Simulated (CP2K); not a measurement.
**LiCl in CP2K: the effect of functional**

The system is LiCl.

```
CELL_PARAMETERS angstrom
3.62713 0.00000 0.00000
1.81357 3.14119 0.00000
1.81357 1.04706 2.96154
ATOMIC_POSITIONS crystal
Cl 0.50000 0.50000 0.50000
Li 0.00000 0.00000 0.00000
```

Alike in all runs:

| Item | Value |
| --- | --- |
| Program | CP2K 2026.2 |
| Task | band structure |
| Potentials or basis | POTENTIAL_UZH Cl GTH-PBE-q7, Li GTH-PBE-q3; TZVP-MOLOPT-PBE-GTH basis |
| Density cutoff | 9184 eV |
| k mesh | 9 × 9 × 9 |
| Occupations | fermi-dirac, width 0.05 eV |
| Spin | no spin polarisation |

| functional | gap on the mesh (eV) | pressure (GPa) |
| --- | --- | --- |
| PBE | 6.31 | 0.6 |
| LDA | ? | ? |
| HLE16 | 8.28 | 1.0 |
| OLYP | 6.92 | 3.3 |
| BEEF-vdW | 6.56 | 0.5 |
| r2SCAN | 7.14 | -0.3 |

What does the run with functional LDA give?

gap on the mesh 5.92 eV; pressure -2.8 GPa.

Caveats: the basis of atomic orbitals isn't converged, which shifts pressures, moduli and gaps; the potentials were made for another functional, which shifts forces and pressure (some runs); the potentials were made for a functional far from this one (some runs).

